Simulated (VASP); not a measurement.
TiO2: band structure with PBEsol

**The experiment to reproduce.**

“Shallow Valence Band of Rutile GeO2 and P-type Doping”, 2020, arxiv:2011.08928 quotes, for a bulk crystal of TiO2 at 1.6 K: band gap 3.03 eV (direct).

The system is TiO2.

```xyz
6
Lattice="4.5998 0.0000 0.0000 0.0000 4.5998 0.0000 0.0000 0.0000 2.9592" Properties=species:S:1:pos:R:3 pbc="T T T"
Ti    0.0000    0.0000    1.4796
Ti    2.2999    2.2999    0.0000
O     1.3998    1.3998    1.4796
O     0.9001    3.6997    0.0000
O     3.6997    0.9001    0.0000
O     3.2000    3.2000    1.4796
```

The cell is a database's computed one.

| Property | Result |
| --- | --- |
| Program | VASP 6.6.1 |
| Task | band structure |
| Functional | PBEsol |
| Potentials or basis | VASP PAW PBE potentials, release 64 (Ti_sv, O) |
| Cutoff | 520 eV |
| k mesh | 6 × 6 × 9 |
| Occupations | fermi-dirac, width 0.05 eV |
| Spin | no spin polarisation |
| Further INCAR settings | ALGO = Normal; EDIFF = 1e-07; NBANDS = 33 |

* Pressure: -2.1 GPa
* Largest force: 0.047 eV/Å
* Band gap on the k mesh: 1.80 eV, direct
* Band gap along the path: 1.80 eV, direct

Forces on the atoms (eV/Å):
```
Ti   0.000  0.000  0.000
Ti   0.000  0.000  0.000
O    0.033  0.033  0.000
O   -0.033  0.033  0.000
O    0.033 -0.033  0.000
O   -0.033 -0.033  0.000
```

Stress tensor (GPa, compression positive):
```
-1.56  0.00  0.00
 0.00 -1.56  0.00
 0.00  0.00 -3.28
```

Levels at the corners of the path, in eV from the valence-band top:
```tsv
point	band 21	band 22	band 23	band 24	band 25	band 26	band 27	band 28
Γ	-0.71	-0.46	-0.46	0.00	1.80	2.08	2.35	2.45
X	-1.67	-1.67	-0.76	-0.76	2.47	2.47	2.98	2.98
X	-1.67	-1.67	-0.76	-0.76	2.47	2.47	2.98	2.98
M	-1.32	-1.32	-1.09	-1.09	1.84	1.84	2.47	2.47
M	-1.32	-1.32	-1.09	-1.09	1.84	1.84	2.47	2.47
Γ	-0.71	-0.46	-0.46	0.00	1.80	2.08	2.35	2.45
Γ	-0.71	-0.46	-0.46	0.00	1.80	2.08	2.35	2.45
Z	-2.42	-2.42	-1.45	-1.45	2.94	2.94	3.13	3.13
Z	-2.42	-2.42	-1.45	-1.45	2.94	2.94	3.13	3.13
R	-2.07	-2.07	-1.05	-1.05	1.84	1.84	3.16	3.16
R	-2.07	-2.07	-1.05	-1.05	1.84	1.84	3.16	3.16
A	-1.31	-1.31	-0.68	-0.68	2.55	2.55	3.16	3.16
A	-1.31	-1.31	-0.68	-0.68	2.55	2.55	3.16	3.16
Z	-2.42	-2.42	-1.45	-1.45	2.94	2.94	3.13	3.13
X	-1.67	-1.67	-0.76	-0.76	2.47	2.47	2.98	2.98
R	-2.07	-2.07	-1.05	-1.05	1.84	1.84	3.16	3.16
M	-1.32	-1.32	-1.09	-1.09	1.84	1.84	2.47	2.47
A	-1.31	-1.31	-0.68	-0.68	2.55	2.55	3.16	3.16
```

It took 2.8 min on 1 thread of Intel(R) Xeon(R) 6975P-C (Granite Rapids) (shared host), peak memory 0.26 GiB.

Measured gap of TiO2: 3.03 eV (direct; 1.6 K; quoted in “Shallow Valence Band of Rutile GeO2 and P-type Doping”, 2020, arxiv:2011.08928). This calculation gives 1.80 eV (-1.23 eV). 2 values of this kind are on record in papers (3.03 to 3.05 eV); this one was drawn at random among those near their median. The value is that of PBEsol, without temperature or zero-point motion. Semilocal functionals fall short of measured gaps as a rule. The cell is a database's relaxed one, not the measured one, which moves gaps too.

Caveat: the PAW data sets were made with another functional, which shifts forces and pressure a little.
